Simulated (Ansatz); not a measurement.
Take a crystal in which Ta has been replaced by Hf on all its sites, with the cell rescaled by a rough guess (in some cases also distorted within its space group) and nothing relaxed:

```yaml
crystal:
  lattice:
    - [3.15844, 0.00000, 0.00000]
    - [-1.57922, 2.73529, 0.00000]
    - [0.00000, 0.00000, 5.11563]
  atoms:
    - { symbol: Hf, position: [0.33333, 0.66667, 0.00000] }
    - { symbol: Hf, position: [0.66667, 0.33333, 0.50000] }
    - { symbol: N, position: [0.33333, 0.66667, 0.38500] }
    - { symbol: N, position: [0.66667, 0.33333, 0.88500] }
```

Computed with Ansatz, DFT PBEsol, scalar-relativistic, plane waves, PAW.

Cutoff 420 eV; k points 15×15×8 on the computed 4-atom cell (Γ-centred); Gaussian smearing, width 0.10 eV; no spin polarisation.

(1) Will this cell want to expand or contract, and how hard?

(2) Is it a metal on this mesh?

(3) What is its energy against the elements in their standard states?

Spin-orbit coupling is left out, which matters for the bands of heavy elements.

Results:

(1) The pressure is 88.5 GPa (positive in compression), so the cell would expand.

(2) Yes, a band crosses the Fermi level.

(3) -0.606 eV/atom at this unrelaxed geometry, with the elements in the same functional.

This wurtzite form isn't the usual stable structure of the compound.